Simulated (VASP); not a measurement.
Write the native input for VASP 6.6.1 that does the following.

- Task: relaxation of cell and atoms
- Functional: PBEsol
- Potentials or basis: VASP PAW PBE potentials, release 64 (B, N)
- Cutoff: 600 eV
- k mesh: 12 × 12 × 4
- Occupations: gaussian, width 0.03 eV
- Spin: no spin polarisation
- Further INCAR settings: ALGO = Normal; EDIFF = 1e-06; IBRION = 2; EDIFFG = -0.01; NSW = 90; ISIF = 3

The structure of BN lies in POSCAR:

```
BN
1.0
    2.4982400000      0.0000000000      0.0000000000
   -1.2491200000      2.1635393048      0.0000000000
    0.0000000000      0.0000000000      6.6357000000
B N
2 2
Direct
    0.3333333333      0.6666666667      0.2500000000
    0.6666666667      0.3333333333      0.7500000000
    0.3333333333      0.6666666667      0.7500000000
    0.6666666667      0.3333333333      0.2500000000
```

These files were run (other wordings do the same):

INCAR

```
SYSTEM = BN
PREC = Accurate
ENCUT = 600
EDIFF = 1E-6
ISMEAR = 0
SIGMA = 0.03
LREAL = .FALSE.
LASPH = .TRUE.
NELM = 80
ALGO = Normal
ISIF = 3
LWAVE = .FALSE.
LCHARG = .FALSE.
GGA = PS
IBRION = 2
NSW = 90
EDIFFG = -0.01
```

KPOINTS

```
Automatic mesh
0
G
  12 12 4
  0 0 0
```

Potentials or basis: VASP PAW PBE potentials, release 64 (B, N).

Run with:

```bash
$ cat potpaw_PBE.64/B/POTCAR potpaw_PBE.64/N/POTCAR > POTCAR
$ mpirun -np 1 vasp_std > vasp.out
```

Results of the run:

* Relaxed volume: 9.33 Å³/atom
* Relaxed cell: a = 2.505 Å, b = 2.505 Å, c = 6.871 Å, α = 90.00°, β = 90.00°, γ = 120.00°
* Space group after relaxing (to 0.05 Å): P6_3/mmc (No. 194)
* Energy gained by relaxing: 1.2 meV/atom
* Ionic steps: 7
* Pressure after relaxing: 0.1 GPa
* Band gap on the k mesh: 4.22 eV, indirect (least direct gap 4.59 eV)

Caveat: the PAW data sets were made with another functional, which shifts forces and pressure a little; this functional lacks dispersion, which binds the layers, so the pressure and a relaxed spacing across them are unreliable.

Run time: 120 s on 1 thread of Intel(R) Xeon(R) Platinum 8488C (Sapphire Rapids), with other jobs on the host, peak memory 0.16 GiB.
